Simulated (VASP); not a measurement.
**Te: relaxation of cell and atoms with vdW-DF-cx**

The system is Te.

```
CELL_PARAMETERS angstrom
2.30590 1.33131 1.69095
-2.30590 1.33131 1.69095
0.00000 -2.66263 1.69095
ATOMIC_POSITIONS crystal
Te 0.50000 0.50000 0.50000
```

This isn't the form of Te at room conditions, which is trigonal, of chains.

```yaml
Program: VASP 6.6.1
Task: relaxation of cell and atoms
Functional: vdW-DF-cx
Potentials_or_basis: VASP PAW PBE potentials, release 64 (Te)
Cutoff: 600 eV
k_mesh: 9 × 9 × 9
Occupations: fermi-dirac, width 0.05 eV
Spin: no spin polarisation
Further_INCAR_settings: ALGO = Normal; EDIFF = 1e-07; IBRION = 2; EDIFFG = -0.01; NSW = 40; ISIF = 3
```

```json
{
  "Relaxed volume": "31.54 Å³/atom",
  "Relaxed cell": "a = 3.167 Å, b = 3.167 Å, c = 3.167 Å, α = 93.99°, β = 93.99°, γ = 93.99°",
  "Space group after relaxing (to 0.05 Å)": "R-3m (No. 166)",
  "Energy gained by relaxing": "0.9 meV/atom",
  "Ionic steps": "3",
  "Pressure after relaxing": "0.0 GPa",
  "Band gap on the k mesh": "none (metal or under the smearing width)"
}
```

Step by step:
| step | energy change (eV) | largest force (eV/Å) | pressure (GPa) | volume (Å³) |
| --- | --- | --- | --- | --- |
| 1 | 0.0000 | 0.0000 | 0.73 | 31.15 |
| 2 | -0.0005 | 0.0000 | -0.45 | 31.79 |
| 3 | -0.0009 | 0.0000 | 0.00 | 31.54 |

Final structure:
```
CELL_PARAMETERS angstrom
2.31630 1.33732 1.69677
-2.31630 1.33732 1.69677
0.00000 -2.67464 1.69677
ATOMIC_POSITIONS crystal
Te 0.50000 0.50000 0.50000
```

Levels at points of the mesh, in eV from the Fermi level:
```
           k point  band 1  band 2  band 3  band 4  band 5  band 6  band 7
(0.00, 0.00, 0.00)  -13.88    0.94    1.41    1.41    6.12    6.12    6.61
```

It took 75 s on 1 thread of AMD EPYC 9R45 (Zen 5), with other jobs on the host, peak memory 0.3 GiB.

Caveat: the PAW data sets were made with another functional, which shifts forces and pressure a little. Spin-orbit coupling is left out, which matters for the levels of Te.
